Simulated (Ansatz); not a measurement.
# 64-atom supercell of zincblende AgI

Aim: the perfect cell at several levels of theory (PBEsol, HSE06 and r²SCAN), as the reference that defects and stacks are counted from.

Method: density functional theory in Ansatz 0.2.0, PAW datasets, plane waves.

**1. Starting point**

64 atoms (32 Ag, 32 I); a = 12.902 Å, b = 12.902 Å, c = 12.902 Å, α = 90.00°, β = 90.00°, γ = 90.00°.

Steps to follow: (2) PBEsol single point at the Γ point alone, on 1 × NVIDIA GB300 Max-Q with 8 threads of Arm Neoverse-V2; (3) HSE06 single point at the Γ point alone, on 1 × NVIDIA GB300 Max-Q with 8 threads of Arm Neoverse-V2; (4) r²SCAN single point at the Γ point alone, on 1 × NVIDIA GB300 Max-Q with 8 threads of Arm Neoverse-V2.

**2. PBEsol single point**

The input, in.yaml:

```yaml
crystal:
  lattice:
    - [12.901536, 0.000000, 0.000000]
    - [0.000000, 12.901536, 0.000000]
    - [0.000000, 0.000000, 12.901536]
  atoms:
    - { symbol: Ag, position: [0.000000, 0.000000, 0.000000] }
    - { symbol: Ag, position: [0.000000, 0.000000, 0.500000] }
    - { symbol: Ag, position: [0.000000, 0.500000, 0.000000] }
    - { symbol: Ag, position: [0.000000, 0.500000, 0.500000] }
    - { symbol: Ag, position: [0.500000, 0.000000, 0.000000] }
    - { symbol: Ag, position: [0.500000, 0.000000, 0.500000] }
    - { symbol: Ag, position: [0.500000, 0.500000, 0.000000] }
    - { symbol: Ag, position: [0.500000, 0.500000, 0.500000] }
    - { symbol: Ag, position: [0.250000, 0.250000, 0.000000] }
    - { symbol: Ag, position: [0.250000, 0.250000, 0.500000] }
    - { symbol: Ag, position: [0.250000, 0.750000, 0.000000] }
    - { symbol: Ag, position: [0.250000, 0.750000, 0.500000] }
    - { symbol: Ag, position: [0.750000, 0.250000, 0.000000] }
    - { symbol: Ag, position: [0.750000, 0.250000, 0.500000] }
    - { symbol: Ag, position: [0.750000, 0.750000, 0.000000] }
    - { symbol: Ag, position: [0.750000, 0.750000, 0.500000] }
    - { symbol: Ag, position: [0.250000, 0.000000, 0.250000] }
    - { symbol: Ag, position: [0.250000, 0.000000, 0.750000] }
    - { symbol: Ag, position: [0.250000, 0.500000, 0.250000] }
    - { symbol: Ag, position: [0.250000, 0.500000, 0.750000] }
    - { symbol: Ag, position: [0.750000, 0.000000, 0.250000] }
    - { symbol: Ag, position: [0.750000, 0.000000, 0.750000] }
    - { symbol: Ag, position: [0.750000, 0.500000, 0.250000] }
    - { symbol: Ag, position: [0.750000, 0.500000, 0.750000] }
    - { symbol: Ag, position: [0.000000, 0.250000, 0.250000] }
    - { symbol: Ag, position: [0.000000, 0.250000, 0.750000] }
    - { symbol: Ag, position: [0.000000, 0.750000, 0.250000] }
    - { symbol: Ag, position: [0.000000, 0.750000, 0.750000] }
    - { symbol: Ag, position: [0.500000, 0.250000, 0.250000] }
    - { symbol: Ag, position: [0.500000, 0.250000, 0.750000] }
    - { symbol: Ag, position: [0.500000, 0.750000, 0.250000] }
    - { symbol: Ag, position: [0.500000, 0.750000, 0.750000] }
    - { symbol: I, position: [0.125000, 0.125000, 0.125000] }
    - { symbol: I, position: [0.125000, 0.125000, 0.625000] }
    - { symbol: I, position: [0.125000, 0.625000, 0.125000] }
    - { symbol: I, position: [0.125000, 0.625000, 0.625000] }
    - { symbol: I, position: [0.625000, 0.125000, 0.125000] }
    - { symbol: I, position: [0.625000, 0.125000, 0.625000] }
    - { symbol: I, position: [0.625000, 0.625000, 0.125000] }
    - { symbol: I, position: [0.625000, 0.625000, 0.625000] }
    - { symbol: I, position: [0.375000, 0.375000, 0.125000] }
    - { symbol: I, position: [0.375000, 0.375000, 0.625000] }
    - { symbol: I, position: [0.375000, 0.875000, 0.125000] }
    - { symbol: I, position: [0.375000, 0.875000, 0.625000] }
    - { symbol: I, position: [0.875000, 0.375000, 0.125000] }
    - { symbol: I, position: [0.875000, 0.375000, 0.625000] }
    - { symbol: I, position: [0.875000, 0.875000, 0.125000] }
    - { symbol: I, position: [0.875000, 0.875000, 0.625000] }
    - { symbol: I, position: [0.375000, 0.125000, 0.375000] }
    - { symbol: I, position: [0.375000, 0.125000, 0.875000] }
    - { symbol: I, position: [0.375000, 0.625000, 0.375000] }
    - { symbol: I, position: [0.375000, 0.625000, 0.875000] }
    - { symbol: I, position: [0.875000, 0.125000, 0.375000] }
    - { symbol: I, position: [0.875000, 0.125000, 0.875000] }
    - { symbol: I, position: [0.875000, 0.625000, 0.375000] }
    - { symbol: I, position: [0.875000, 0.625000, 0.875000] }
    - { symbol: I, position: [0.125000, 0.375000, 0.375000] }
    - { symbol: I, position: [0.125000, 0.375000, 0.875000] }
    - { symbol: I, position: [0.125000, 0.875000, 0.375000] }
    - { symbol: I, position: [0.125000, 0.875000, 0.875000] }
    - { symbol: I, position: [0.625000, 0.375000, 0.375000] }
    - { symbol: I, position: [0.625000, 0.375000, 0.875000] }
    - { symbol: I, position: [0.625000, 0.875000, 0.375000] }
    - { symbol: I, position: [0.625000, 0.875000, 0.875000] }
kpoints:
  mp_grid: { grid: [1, 1, 1] }
hamiltonian:
  xc: pbesol
scf:
  occupations: { method: fermi_dirac, width: 0.01 }
output:
  forces: true
  eigenvalues: true
  stress: true
  populations: true
  eigenstates: { kpoints: [[0, 0, 0]], e_range: [-6.0, 6.0], localisation: true }
```

On the command line:

```bash
$ ansatz run in.yaml --threads 8 --pin off --max-ram 118750MiB --runs-dir r --events-out ev --progress --plain --backend cuda --devices 0,
```

**3. HSE06 on the same atoms**

Changes to in.yaml since step 2:

```diff
@@ -73,3 +73,3 @@
 hamiltonian:
-  xc: pbesol
+  xc: hse06
 scf:
@@ -79,3 +79,2 @@
   eigenvalues: true
-  stress: true
   populations: true
```

**4. Single point with r²SCAN**

Changes to in.yaml since step 3:

```diff
@@ -73,3 +73,3 @@
 hamiltonian:
-  xc: hse06
+  xc: r2scan
 scf:
```

**Question.** What will these runs give? Wanted: for each run, top filled to lowest empty; energy; pressure.

As calculated:

| level | time | top filled to lowest empty (eV) | energy (eV/atom) | pressure (GPa) |
| --- | --- | --- | --- | --- |
| PBEsol | 9.1 s (GPU) | 1.19 | -7477.4475 | 0.17 |
| HSE06 | 1.8 min (GPU) | 2.50 | -7556.0563 | - |
| r²SCAN | 12 s (GPU) | 1.82 | -7566.2712 | - |

**What this shows.** At the same k points, PBEsol gives a spacing 1.31 eV smaller and r²SCAN gives a spacing 0.68 eV smaller than the 2.50 eV of HSE06. The price of HSE06 is about 12 times the time of PBEsol here. No spin–orbit coupling is included; with elements this heavy it would shift the edges. With one k point the spacing samples only the states that fold onto it, so it can exceed the gap over the zone.
